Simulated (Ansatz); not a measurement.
# MgO (rocksalt type): the cost of one run

Program: Ansatz 0.2.0. Level of theory: DFT, PBE, PAW with Ansatz's default frozen-core files, scalar-relativistic. These are calculated values, not measurements.

## (1) The structure to begin with

The structure is cubic, space group Fm-3m (No. 225). Conventional cell: a = 4.309 Å, b = 4.309 Å, c = 4.309 Å, α = 90.00°, β = 90.00°, γ = 90.00°. Mg (site symmetry m-3m) has 6 O at 2.15 Å as nearest neighbours. Around O (site symmetry m-3m) lie 6 Mg at 2.15 Å.

Coordinates:

```
CELL_PARAMETERS angstrom
0.00000 2.15443 2.15443
2.15443 0.00000 2.15443
2.15443 2.15443 0.00000
ATOMIC_POSITIONS crystal
Mg 0.00000 0.00000 0.00000
O 0.50000 0.50000 0.50000
```

Atoms are numbered in the order of the input: Mg1, O2.

## (2) Cell relaxed at zero pressure, PAW

The input, input.yaml:

```yaml
crystal:
  lattice:
    - [0.0, 2.15443469, 2.15443469]
    - [2.15443469, 0.0, 2.15443469]
    - [2.15443469, 2.15443469, 0.0]
  atoms:
    - { symbol: Mg, position: [0.0, 0.0, 0.0] }
    - { symbol: O, position: [0.5, 0.5, 0.5] }
kpoints:
  mp_grid: { grid: [16, 16, 16] }
scf:
  occupations: { method: fermi_dirac, width: 0.1 }
hamiltonian:
  xc: pbe
  pseudopotentials: { kind: paw }
output:
  forces: true
  stress: true
relax:
  f_tol: 0.005
  max_steps: 40
  cell: {}
```

Run with:

```bash
ansatz run input.yaml --threads 1 --pin off --max-ram 3584MiB --backend cpu --events-out ev --progress --plain --runs-dir out
```

Q: Estimate wall time and peak memory on 1 thread of Intel Xeon Platinum 8259CL at 2.50GHz (Skylake/Cascade Lake), shared host.

About 14 s, with a peak of 0.38 GiB.
